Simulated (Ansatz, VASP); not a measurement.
## Two plane-wave programs on SiO

Contents of INCAR:

```
PREC     = Accurate       # precision mode
ENCUT    = 520            # plane-wave cutoff, eV
EDIFF    = 1E-7           # SCF threshold, eV
ISMEAR   = -1             # smearing method
SIGMA    = 0.05           # smearing width, eV
LREAL    = False          # projectors in reciprocal space
LASPH    = True           # aspherical terms in the spheres
NELM     = 100            # most SCF steps
ALGO     = Normal         # electronic algorithm
ISIF     = 2              # what is computed and relaxed
LWAVE    = False          # write WAVECAR
LCHARG   = False          # write CHGCAR
GGA      = PE             # functional
NBANDS   = 12             # bands
```

File KPOINTS:

```
regular mesh
0
Gamma
  9 9 9
```

File POSCAR:

```
SiO
1.0
    0.0000000000      2.4173063535      2.4173063535
    2.4173063535      0.0000000000      2.4173063535
    2.4173063535      2.4173063535      0.0000000000
Si O
1 1
Direct
    0.7500000000      0.7500000000      0.7500000000
    0.0000000000      0.0000000000      0.0000000000
```

Contents of input.yaml:

```yaml
crystal:
  lattice:
    - [0.0, 2.4173063535, 2.4173063535]
    - [2.4173063535, 0.0, 2.4173063535]
    - [2.4173063535, 2.4173063535, 0.0]
  atoms:
    - { symbol: Si, position: [0.75, 0.75, 0.75] }
    - { symbol: O, position: [0.0, 0.0, 0.0] }
hamiltonian:
  xc: pbe
  pseudopotentials: { kind: paw }
kpoints:
  mp_grid: { grid: [9, 9, 9] }
scf:
  occupations: { method: fermi_dirac, width: 0.05 }
output:
  forces: true
  stress: true
  eigenvalues: true
```

Change from the starting cell: volume scaled by 0.98.

Alike in both runs: task single point; functional PBE; k mesh 9 × 9 × 9; occupations fermi-dirac, width 0.05 eV; no spin polarisation.

|  | VASP | Ansatz |
| --- | --- | --- |
| version | VASP 6.6.1 | Ansatz 0.2.0 |
| potentials or method | VASP PAW PBE potentials, release 64 (Si, O) | Ansatz PAW |
| plane-wave cutoff (eV) | 520 | 420 |
| valence electrons in the cell | 10 | 10 |

|  | VASP | Ansatz | Ansatz less VASP |
| --- | --- | --- | --- |
| gap on the k mesh at the Fermi level (eV) | none | none | - |
| pressure (GPa) | 1.3 | 1.2 | -0.04 |

A gap of «none» marks a metal or a gap that the smearing closes.

Caveats: the pressure holds a Pulay correction of +0.4 GPa for the finite cutoff (Ansatz).
